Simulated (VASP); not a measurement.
## VASP 6.6.1 run: CdF2

INCAR

```
ISIF = 2
LCHARG = .FALSE.
ENCUT = 520
NELM = 68
LDAUL = 2 -1
ISMEAR = -1
LASPH = .TRUE.
PREC = Accurate
EDIFF = 1E-7
LMAXMIX = 4
NSW = 0
LDAUJ = 0 0
LDAUTYPE = 2
LREAL = .FALSE.
LWAVE = .FALSE.
IBRION = -1
LDAU = .TRUE.
GGA = PE
SIGMA = 0.02
NBANDS = 20
LDAUU = 5.0 0
```

KPOINTS

```
KPOINTS created by Atomic Simulation Environment
0
Gamma
8 8 8
0 0 0
```

POSCAR

```
Cd F
 1.0000000000000000
     0.0000000000000000    2.6268232390000001    2.7502455630000000
     2.6268232390000001    0.0000000000000000    2.7502455630000000
     2.6268232390000001    2.6268232390000001    0.0000000000000000
 Cd  F
   1   2
Cartesian
  0.0000000000000000  0.0000000000000000  0.0000000000000000
  1.3134116195000001  1.3134116195000001  1.3751227815000000
  3.9402348585000007  3.9402348585000007  4.1253683445000000
```

The recommended PBE PAW datasets give the neutral cell 26 valence electrons.

Command

```
mpirun -np 1 vasp_std
```

Task: How does this run end, and what does it give?

Result: It converged. Results: gap between bands v and c on the k mesh 3.40 eV; least direct gap on the k mesh 4.15 eV; pressure 6.3 GPa. Band v is the last that the valence electrons fill when counted band by band, and c is the next.

OSZICAR

```
N       E                     dE             d eps       ncg     rms          rms(c)
DAV:   1     0.190378721987E+03    0.19038E+03   -0.15850E+04  2496   0.133E+03
DAV:   2    -0.400874762868E+01   -0.19439E+03   -0.18768E+03  2584   0.338E+02
DAV:   3    -0.118582175139E+02   -0.78495E+01   -0.78323E+01  2720   0.771E+01
DAV:   4    -0.118893189128E+02   -0.31101E-01   -0.31100E-01  2560   0.494E+00
DAV:   5    -0.118894267399E+02   -0.10783E-03   -0.10783E-03  2692   0.258E-01    0.117E+01
DAV:   6    -0.103153225621E+02    0.15741E+01   -0.47621E+00  2572   0.353E+01    0.109E+01
DAV:   7    -0.103910802819E+02   -0.75758E-01   -0.81900E-01  2484   0.776E+00    0.558E+00
DAV:   8    -0.104000034313E+02   -0.89231E-02   -0.10400E-01  2536   0.288E+00    0.148E+00
DAV:   9    -0.103973307894E+02    0.26726E-02   -0.20613E-02  2600   0.163E+00    0.204E-01
DAV:  10    -0.103978820235E+02   -0.55123E-03   -0.38505E-03  2492   0.677E-01    0.147E-01
DAV:  11    -0.103980705630E+02   -0.18854E-03   -0.70858E-04  2468   0.289E-01    0.969E-02
DAV:  12    -0.103980068443E+02    0.63719E-04   -0.31251E-04  2604   0.183E-01    0.274E-02
DAV:  13    -0.103980082775E+02   -0.14332E-05   -0.11622E-05  2540   0.317E-02    0.130E-02
DAV:  14    -0.103980085974E+02   -0.31993E-06   -0.17823E-06  2444   0.131E-02    0.136E-03
DAV:  15    -0.103980086034E+02   -0.60018E-08   -0.95813E-08  2200   0.332E-03
   1 F= -.10398009E+02 E0= -.10398009E+02  d E =-.128175E-12
```

For comparison, a separate PBE run of the intended cell, on usual settings and not on those above, gives a gap of 3.11 eV on its mesh and a pressure of 10.1 GPa.
